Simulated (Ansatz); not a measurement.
Bi:

```
Bi
1.0
     3.23838    0.00000    0.00000
     0.00000    3.22164    0.00000
    -0.08045    0.00000    6.44389
Bi
2
Cartesian
  1.7022 0.0000 4.8302
  1.4558 0.0000 1.6137
```

This isn't the form of Bi at room conditions, which is rhombohedral.

```yaml
Program: Ansatz 0.2.0
Task: single point
Functional: PBE
Potentials_or_basis: Ansatz PAW
Cutoff: "420 eV (not typed: the program's choice for these potentials)"
k_mesh: 8 × 8 × 4
Occupations: fermi-dirac, width 0.05 eV
Spin: no spin polarisation
```

On this cell: pressure 2.1 GPa; largest force 0.017 eV/Å; band gap on the k mesh none (metal or under the smearing width).

The same run follows on a disturbed copy (atoms moved at random, drawn with an rms of 0.05 Å):

```xyz
2
Lattice="3.2384 0.0000 0.0000 0.0000 3.2216 0.0000 -0.0805 0.0000 6.4439" Properties=species:S:1:pos:R:3 pbc="T T T"
Bi    1.7380    0.0023    4.8347
Bi    1.4650    0.0410    1.5556
```

**Question.** What changes?

**Answer.** The energy (extrapolated to zero smearing) moves by +0.2 meV/atom; pressure 2.2 GPa; largest force 0.063 eV/Å; band gap on the k mesh none (metal or under the smearing width).

Forces in eV/Å, atoms in the order of the input:
```
Bi   0.006  0.000 -0.062
Bi  -0.006  0.000  0.062
```

Stress tensor (GPa, compression positive):
```
 2.06  0.00  0.03
 0.00  2.76 -0.01
 0.03 -0.01  1.73
```

Caveats: spin-orbit coupling is left out, which moves the levels of the heavy elements.
